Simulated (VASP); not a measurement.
**A VASP 6.6.1 single-point calculation on SrTiO3**

INCAR

```
SIGMA = 0.005
EDIFF = 1E-7
ENCUT = 520
GGA = PE
NELM = 51
ISIF = 2
LCHARG = .FALSE.
NSW = 0
IBRION = -1
LREAL = .FALSE.
NBANDS = 28
PREC = Accurate
LASPH = .TRUE.
LWAVE = .FALSE.
ISMEAR = 2
```

KPOINTS

```
KPOINTS created by Atomic Simulation Environment
0
Gamma
6 6 6
0 0 0
```

POSCAR

```
Sr Ti O
 1.0000000000000000
     3.9459200166000001    0.0000000000000000    0.0000000000000000
     0.0000000000000000    3.9459200166000001    0.0000000000000000
     0.0000000000000000    0.0000000000000000    3.9459200166000001
 Sr  Ti  O
   1   1   3
Cartesian
  0.0000000000000000  0.0000000000000000  0.0000000000000000
  1.9729600083000001  1.9729600083000001  1.9729600083000001
  1.9729600083000001  1.9729600083000001  0.0000000000000000
  1.9729600083000001  0.0000000000000000  1.9729600083000001
  0.0000000000000000  1.9729600083000001  1.9729600083000001
```

The recommended PBE PAW datasets give the neutral cell 40 valence electrons.

Command

```
mpirun -np 1 vasp_std
```

OSZICAR

```
N       E                     dE             d eps       ncg     rms          rms(c)
DAV:   1     0.436064059583E+03    0.43606E+03   -0.21411E+04  1120   0.158E+03
DAV:   2    -0.426808895509E+01   -0.44033E+03   -0.42047E+03  1316   0.442E+02
DAV:   3    -0.483124315039E+02   -0.44044E+02   -0.43720E+02  1512   0.135E+02
DAV:   4    -0.504748663882E+02   -0.21624E+01   -0.21580E+01  1700   0.255E+01
DAV:   5    -0.505319154259E+02   -0.57049E-01   -0.57039E-01  1544   0.340E+00    0.256E+01
DAV:   6    -0.402111585986E+02    0.10321E+02   -0.52589E+01  1568   0.635E+01    0.139E+01
DAV:   7    -0.402138835697E+02   -0.27250E-02   -0.86204E+00  1460   0.219E+01    0.105E+01
DAV:   8    -0.401319765557E+02    0.81907E-01   -0.12969E+00  1380   0.114E+01    0.335E+00
DAV:   9    -0.401204544038E+02    0.11522E-01   -0.28279E-01  1424   0.400E+00    0.133E+00
DAV:  10    -0.401065891982E+02    0.13865E-01   -0.10015E-01  1432   0.254E+00    0.583E-01
DAV:  11    -0.401032689571E+02    0.33202E-02   -0.16627E-02  1752   0.113E+00    0.160E-01
DAV:  12    -0.401031931503E+02    0.75807E-04   -0.11048E-03  1332   0.357E-01    0.149E-01
DAV:  13    -0.401031628377E+02    0.30313E-04   -0.13962E-04  1792   0.115E-01    0.867E-02
DAV:  14    -0.401031127523E+02    0.50085E-04   -0.65733E-04  1260   0.169E-01    0.388E-02
DAV:  15    -0.401031067336E+02    0.60187E-05   -0.91023E-05  1416   0.730E-02    0.137E-02
DAV:  16    -0.401031075009E+02   -0.76731E-06   -0.32837E-06  1484   0.128E-02    0.135E-02
DAV:  17    -0.401031071580E+02    0.34292E-06   -0.15641E-06  1320   0.163E-02    0.534E-03
DAV:  18    -0.401031072562E+02   -0.98214E-07   -0.18101E-07  1080   0.294E-03
   1 F= -.40103107E+02 E0= -.40103107E+02  d E =0.000000E+00
```

From OUTCAR

```
k-points           NKPTS =     20   k-points in BZ     NKDIM =     20   number of bands    NBANDS=     28

   NELECT =      40.0000    total number of electrons

   dimension x,y,z NGX =    30 NGY =   30 NGZ =   30
   dimension x,y,z NGXF=    60 NGYF=   60 NGZF=   60

  energy-cutoff  :      520.00
  volume of cell :       61.44
      direct lattice vectors                 reciprocal lattice vectors
     3.945920017  0.000000000  0.000000000     0.253426323  0.000000000  0.000000000
     0.000000000  3.945920017  0.000000000     0.000000000  0.253426323  0.000000000
     0.000000000  0.000000000  3.945920017     0.000000000  0.000000000  0.253426323

 k-points in reciprocal lattice and weights: KPOINTS created by Atomic Simulation Env
   0.00000000  0.00000000  0.00000000       0.005
   0.16666667  0.00000000  0.00000000       0.028
   0.33333333  0.00000000  0.00000000       0.028
   0.50000000  0.00000000  0.00000000       0.014
   0.16666667  0.16666667  0.00000000       0.056
   0.33333333  0.16666667  0.00000000       0.111
   0.50000000  0.16666667  0.00000000       0.056
   0.33333333  0.33333333  0.00000000       0.056
   ...

 E-fermi :   4.0495

 k-point     1 :       0.0000    0.0000    0.0000
  band No.  band energies     occupation
      1     -52.6810      2.00000
      2     -28.9750      2.00000
      3     -28.9076      2.00000
      4     -28.9076      2.00000
      5     -28.9076      2.00000
      6     -13.4020      2.00000
      7     -12.4459      2.00000
      8     -12.4459      2.00000
      9     -10.9563      2.00000
     10     -10.9563      2.00000
     11     -10.9563      2.00000
     12       1.1152      2.00000
     13       1.1152      2.00000
     14       1.1152      2.00000
     15       2.7944      2.00000
     16       2.7944      2.00000
     17       2.7944      2.00000
     18       3.5406      2.00000
     19       3.5406      2.00000
     20       3.5406      2.00000
     21       5.7091      0.00000
     22       5.7091      0.00000
     23       5.7091      0.00000
     24       7.9984      0.00000
     25       7.9984      0.00000
     26       9.2819      0.00000
     27       9.2819      0.00000
     28       9.8514      0.00000

 k-point     2 :       0.1667    0.0000    0.0000
  band No.  band energies     occupation
      1     -52.6807      2.00000
      2     -29.0014      2.00000
      3     -28.9070      2.00000
      4     -28.9070      2.00000
      5     -28.8915      2.00000
      6     -13.4187      2.00000
      7     -12.4495      2.00000
      8     -12.4370      2.00000
      9     -10.9461      2.00000
     10     -10.9461      2.00000
     11     -10.7896      2.00000
     12       0.7778      2.00000
     13       1.1044      2.00000
     14       1.1044      2.00000
     15       2.4664      2.00000
     16       2.4664      2.00000
     17       2.5755      2.00000
     18       2.8113      2.00000
     19       3.3976      2.00000
     20       3.3976      2.00000
     21       5.7467      0.00000
     22       6.2539      0.00000
     23       6.2539      0.00000
     24       8.0016      0.00000
     25       8.7158      0.00000
     26       9.7029      0.00000
     27       9.7332      0.00000
     28      10.4938      0.00000

 ...

  Total       -0.2301298     -0.2301298     -0.2301298      0.0000000      0.0000000      0.0000000
  in kB       -6.0012070     -6.0012070     -6.0012070      0.0000000      0.0000000      0.0000000
  external PRESSURE =      -6.0012070 kB  Pullay stress =       0.0000000 kB

 POSITION                                       TOTAL-FORCE (eV/Angst)
 -----------------------------------------------------------------------------------
      0.00000      0.00000      0.00000         0.000000      0.000000      0.000000
      1.97296      1.97296      1.97296         0.000000      0.000000      0.000000
      1.97296      1.97296      0.00000         0.000000      0.000000      0.000000
      1.97296      0.00000      1.97296         0.000000      0.000000      0.000000
      0.00000      1.97296      1.97296         0.000000      0.000000      0.000000
 -----------------------------------------------------------------------------------
    total drift:                                0.000000      0.000000     -0.000000

  FREE ENERGIE OF THE ION-ELECTRON SYSTEM (eV)
  ---------------------------------------------------
  free  energy   TOTEN  =       -40.1031072562 eV

  energy  without entropy=      -40.1031072562  energy(sigma->0) =      -40.10310726
```

It converged. Results: gap between bands v and c on the k mesh 1.80 eV; least direct gap on the k mesh 2.17 eV; pressure -0.6 GPa. Band v is the last that the valence electrons fill when counted band by band, and c is the next.

For comparison, a separate PBE run of the intended cell, on usual settings and not on those above, gives a gap of 1.80 eV on its mesh and a pressure of -0.6 GPa.

The run above took about 47 s on one core of a shared host (Intel Xeon Platinum 8488C) and held 0.19 GiB at most.
